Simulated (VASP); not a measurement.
# Settings for Sn: self-consistent run

Sn, P1 (no. 1), 27 atoms in the cell. PBE; PAW potentials Sn_d (PBE set). VASP 6.6.1.

Wanted: energy within 2 meV/atom; forces within 0.01 eV/Å.

What the run is for: forces in a large cell; Accuracy asked: standard; Cell repeated: 3 × 3 × 3.

POSCAR:
```
Sn
1.0
   -5.6839554576      5.6839554576      5.6839554576
    5.6839554576     -5.6839554576      5.6839554576
    5.6839554576      5.6839554576     -5.6839554576
Sn
27
Direct
   -0.0010660000     -0.0026150000     -0.0009890000
    0.0011820000     -0.0049210000      0.3258070000
    0.0020720000     -0.0000790000      0.6665250000
   -0.0041000000      0.3288940000      0.0034650000
    0.0039750000      0.3372300000      0.3365940000
   -0.0022500000      0.3273900000      0.6573330000
    0.0004860000      0.6699950000     -0.0007540000
   -0.0031850000      0.6642400000      0.3262300000
   -0.0041880000      0.6681260000      0.6618330000
    0.3345900000     -0.0010210000     -0.0042630000
    0.3327960000      0.0048380000      0.3357840000
    0.3247780000      0.0000440000      0.6642330000
    0.3340920000      0.3328500000     -0.0012860000
    0.3319170000      0.3302780000      0.3292390000
    0.3321810000      0.3249010000      0.6632590000
    0.3297580000      0.6650010000     -0.0038030000
    0.3331240000      0.6624780000      0.3317160000
    0.3385280000      0.6697320000      0.6703880000
    0.6711170000      0.0018090000     -0.0043260000
    0.6657390000      0.0001240000      0.3300820000
    0.6674320000      0.0015370000      0.6671070000
    0.6672980000      0.3396640000      0.0048120000
    0.6672920000      0.3331090000      0.3288970000
    0.6713970000      0.3357720000      0.6760320000
    0.6660390000      0.6648070000     -0.0015470000
    0.6681030000      0.6671320000      0.3338710000
    0.6625920000      0.6667850000      0.6650770000
```

The series start from Plane-wave cutoff (eV): 280; Projection operators (LREAL): Auto, ROPT -0.00025; Precision mode (PREC): Normal; Electronic threshold (eV): 1e-5; Parallel layout: defaults; Program: vasp_std; Electronic algorithm: ALGO=Normal; Bands a block (NSIM): NSIM=4; Data layout and linear algebra: defaults. Each series keeps the choices made before it, and each single choice may use up half of a tolerance.

## Plane-wave cutoff (eV)

| Plane-wave cutoff (eV) | Energy less reference (meV/atom) | Forces, largest deviation (eV/Å) | SCF iterations | Time (s) |
|---|---|---|---|---|
| 220 | 16.1 | 0.008 | 12 | 7.3 |
| 240 | -1.8 | 0.010 | 12 | 9.2 |
| 280 | -0.3 | 0.012 | 13 | 9.9 |
| 310 | -1.4 | 0.010 | 13 | 12 |
| 380 (reference) | 0.0 | 0.000 | 13 | 15 |

Chosen: 380; the next looser run is off by more than half of the tolerance, so convergence isn't shown beyond this value.

## Projection operators (LREAL)

| Projection operators (LREAL) | Energy less reference (meV/atom) | Forces, largest deviation (eV/Å) | SCF iterations | Time (s) |
|---|---|---|---|---|
| Auto, ROPT -0.005 | -33.3 | 0.226 | 13 | 14 |
| Auto, ROPT -0.002 | -10.5 | 0.139 | 13 | 14 |
| Auto, ROPT -0.001 | -0.3 | 0.065 | 13 | 14 |
| Auto, ROPT -0.0005 | -0.3 | 0.065 | 13 | 14 |
| Auto, ROPT -0.00025 | 0.1 | 0.001 | 13 | 15 |
| Auto, ROPT -0.0001 | -0.5 | 0.001 | 13 | 19 |
| False (reference) | 0.0 | 0.000 | 13 | 24 |

Chosen: Auto, ROPT -0.00025, the loosest value from which every tighter one stays within half of the tolerance.

## Precision mode (PREC)

| Precision mode (PREC) | Energy less reference (meV/atom) | Forces, largest deviation (eV/Å) | SCF iterations | Time (s) |
|---|---|---|---|---|
| SingleN | -5.4 | 0.062 | 13 | 14 |
| Normal | 0.0 | 0.002 | 13 | 15 |
| Accurate (reference) | 0.0 | 0.000 | 13 | 30 |

Chosen: Normal.

## Electronic threshold (eV)

| Electronic threshold (eV) | Energy less reference (meV/atom) | Forces, largest deviation (eV/Å) | SCF iterations | Time (s) |
|---|---|---|---|---|
| 0.001 | 0.0 | 0.001 | 10 | 11 |
| 0.0001 | 0.0 | 0.001 | 11 | 15 |
| 1e-5 | 0.0 | 0.000 | 13 | 15 |
| 1e-6 | 0.0 | 0.000 | 16 | 20 |
| 1e-7 (reference) | 0.0 | 0.000 | 16 | 16 |

Chosen: 0.001.

## Parallel layout

| Parallel layout | Energy less reference (meV/atom) | Forces, largest deviation (eV/Å) | SCF iterations | Time (s) |
|---|---|---|---|---|
| defaults | 0.0 | 0.000 | 10 | 11 |
| NCORE=2 | 0.0 | 0.001 | 10 | 9.9 |
| NCORE=4 | 0.0 | 0.002 | 10 | 10 |
| NCORE=8 | 0.0 | 0.002 | 10 | 9.3 |
| NPAR=2 | 0.0 | 0.002 | 10 | 8.1 |

Chosen: defaults; no other choice that stays within half of the tolerance saves 30 % of the time.

## Program

| Program | Energy less reference (meV/atom) | Forces, largest deviation (eV/Å) | SCF iterations | Time (s) |
|---|---|---|---|---|
| vasp_std | 0.0 | 0.000 | 10 | 11 |
| vasp_gam | 0.0 | 0.002 | 10 | 8.2 |

Chosen: vasp_std.

## Electronic algorithm

| Electronic algorithm | Energy less reference (meV/atom) | Forces, largest deviation (eV/Å) | SCF iterations | Time (s) |
|---|---|---|---|---|
| ALGO=Normal | 0.0 | 0.000 | 10 | 11 |
| ALGO=Fast | 0.0 | 0.004 | 10 | 11 |
| ALGO=VeryFast | 0.0 | 0.008 | 17 | 12 |
| ALGO=All ISEARCH=1 | 0.0 | 0.013 | 13 | 15 |

Chosen: ALGO=Normal.

## Bands a block (NSIM)

| Bands a block (NSIM) | Energy less reference (meV/atom) | Forces, largest deviation (eV/Å) | SCF iterations | Time (s) |
|---|---|---|---|---|
| NSIM=4 | 0.0 | 0.000 | 10 | 11 |
| NSIM=1 | 0.0 | 0.000 | 10 | 11 |
| NSIM=2 | 0.0 | 0.000 | 10 | 11 |
| NSIM=8 | 0.0 | 0.001 | 10 | 9.7 |
| NSIM=16 | 0.0 | 0.003 | 10 | 10 |

Chosen: NSIM=4.

## Data layout and linear algebra

| Data layout and linear algebra | Energy less reference (meV/atom) | Forces, largest deviation (eV/Å) | SCF iterations | Time (s) |
|---|---|---|---|---|
| defaults | 0.0 | 0.000 | 10 | 11 |
| LPLANE=False | 0.0 | 0.000 | 10 | 9.8 |
| LSCALAPACK=False | 0.0 | 0.000 | 10 | 9.4 |
| LSCALU=True | 0.0 | 0.000 | 10 | 9.6 |

Chosen: defaults.

## All choices together

| Input | Energy less reference (meV/atom) | Forces, largest deviation (eV/Å) | Time (s) |
|---|---|---|---|
| the program's defaults (naive) | -0.9 | 0.098 | 7.6 |
| chosen settings | 0.1 | 0.002 | 11 |
| reference settings throughout | 0.0 | 0.000 | 32 |

The chosen settings stay within the tolerance of the reference run, but the reference itself isn't shown to be converged in: Plane-wave cutoff (eV).

## The input

INCAR:
```
GGA = PE
ISMEAR = 1
SIGMA = 0.1
LWAVE = F
LCHARG = F
ISIF = 2
ISYM = 0
PREC = Normal
LASPH = T
LREAL = Auto
ALGO = Normal
EDIFF = 0.001
NELM = 120
GGA_COMPAT = F
ENCUT = 380
ROPT = -0.00025
NSIM = 4
```

KPOINTS:
```
k-points
0
Gamma
  1 1 1
```

Commands:
```
cat potpaw_PBE.64/Sn_d/POTCAR > POTCAR
mpirun -np 8 vasp_std > vasp.out
```

Limits: Only the k mesh 1 × 1 × 1 was run, so its error is untested.

The chosen input took VASP 6.6.1 11 s on 8 cores (Intel Xeon 6975P-C (Granite Rapids)), a shared host.

## An input that fails: Gamma-only program on a mesh of k points

VASP's message: You are using the Gamma-point-only version with more than one k-point or some other non-Gamma k-point.

k mesh: 1 × 1 × 1 becomes 2 × 2 × 2.

Changes against the starting input:
```
- NELM = 120
+ NELM = 87
- vasp_std
+ vasp_gam
(KPOINTS)
-k-points
+Automatic mesh
-  1 1 1
+  2 2 2
+  0 0 0
```
